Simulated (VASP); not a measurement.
# TePb: single point with LDA

The system is TePb.

```
CELL_PARAMETERS angstrom
4.00229 0.00000 0.00000
0.00000 4.00229 0.00000
0.00000 0.00000 4.00229
ATOMIC_POSITIONS crystal
Te 0.50000 0.50000 0.50000
Pb 0.00000 0.00000 0.00000
```

Measurements of this composition are mostly on another form, of space group No. 225.

| Item | Value |
| --- | --- |
| Program | VASP 6.6.1 |
| Task | single point |
| Functional | LDA |
| Potentials or basis | VASP PAW LDA potentials, release 64 (Te, Pb_d) |
| Cutoff | 520 eV |
| k mesh | 10 × 10 × 10 |
| Occupations | fermi-dirac, width 0.08 eV |
| Spin | no spin polarisation |
| Dipole correction | no |
| Further INCAR settings | ALGO = Normal; EDIFF = 1e-06; NBANDS = 17 |

The pressure is -4.1 GPa and the band gap on the k mesh is none (metal or under the smearing width).

Levels at points of the mesh, in eV from the Fermi level:
| k point | band 6 | band 7 | band 8 | band 9 | band 10 | band 11 | band 12 | band 13 | band 14 | band 15 |
| --- | --- | --- | --- | --- | --- | --- | --- | --- | --- | --- |
| (0.00, 0.00, 0.00) | -12.12 | -6.76 | -1.50 | -1.50 | -1.50 | 4.11 | 4.11 | 5.23 | 5.23 | 5.23 |
| (0.50, 0.00, 0.00) | -10.79 | -9.00 | -0.69 | -0.08 | -0.08 | 0.19 | 2.35 | 2.35 | 5.43 | 6.88 |
| (0.50, 0.50, 0.00) | -10.08 | -7.86 | -4.31 | -4.31 | 0.29 | 3.51 | 3.72 | 3.72 | 6.09 | 6.97 |
| (0.50, 0.50, 0.50) | -9.71 | -7.12 | -2.38 | -2.38 | -2.38 | -1.00 | -1.00 | -1.00 | 13.56 | 13.56 |

Wall time 45 s on 1 thread of Intel(R) Xeon(R) Platinum 8488C (Sapphire Rapids) (shared host), peak memory 0.19 GiB.

Spin-orbit coupling is left out, which matters for the levels of Pb, Te.
